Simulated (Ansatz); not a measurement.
## One structure, 3 elements: Al2O3, Ga2O3, In2O3

Plane-wave DFT in Ansatz with scalar-relativistic PAW potentials, cutoff 420 eV, Γ-centred meshes chosen by cell and gap, Gaussian smearing with energies taken to zero width. Every cell was relaxed (cell and atoms) in a run of its own, within the symmetry of its start. Functional: LDA.

All members share space group R-3c and the same sites; only the element on one set of sites changes (Al, Ga, In). Members needn't be the stable form of their composition. Energies over the elements, where given, are against the elements' standard states in the same functional (H₂, N₂, O₂ and halogens uncorrected, Hg as a solid). The first member:

Space group R-3c:H (No. 167). a = 4.729 Å, b = 4.729 Å, c = 12.892 Å, α = 90.00°, β = 90.00°, γ = 120.00°
```json
{"atom": "Al", "site": "12c", "symmetry": "3.", "x": "0.6667", "y": "0.3333", "z": "0.1854"}
{"atom": "O", "site": "18e", "symmetry": ".2", "x": "0.6392", "y": "0.6667", "z": "0.4167"}
```

Question: How do size, gap and binding change down the group?

Answer:
```csv
compound,V (Å³/atom),a (Å),c (Å),gap on mesh (eV),energy over elements (eV/atom)
Al2O3,8.32,4.729,12.892,6.43,-3.423
Ga2O3,9.41,4.950,13.306,3.04,-2.186
In2O3,12.38,5.462,14.372,1.29,-1.861
```

Over the series the volume grows at each step down the group; the gap narrows; binding against the elements weakens.